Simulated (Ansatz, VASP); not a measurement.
# Ti: VASP beside Ansatz

```
Ti
1.0
     2.81388    0.00000    0.00000
    -1.40694    2.43689    0.00000
     0.00000    0.00000    4.46753
Ti
2
Direct
  0.33333 0.66667 0.25000
  0.66667 0.33333 0.75000
```

Alike in both runs: functional LDA; k mesh 18 × 18 × 10; occupations fermi-dirac, width 0.08 eV; no spin polarisation.

Ansatz relaxed the structure, and its values are those at the end. VASP's run is a single point on that final structure, the one shown.

```csv
,VASP,Ansatz
version,VASP 6.6.1,Ansatz 0.2.0
potentials or method,"VASP PAW LDA potentials, release 64 (Ti_sv)","PAW with Ansatz's default frozen-core files, scalar-relativistic"
plane-wave cutoff (eV),520,420
valence electrons in the cell,24,24
```

```tsv
	VASP	Ansatz	Ansatz less VASP
pressure (GPa)	6.8	7.0	+0.18
```
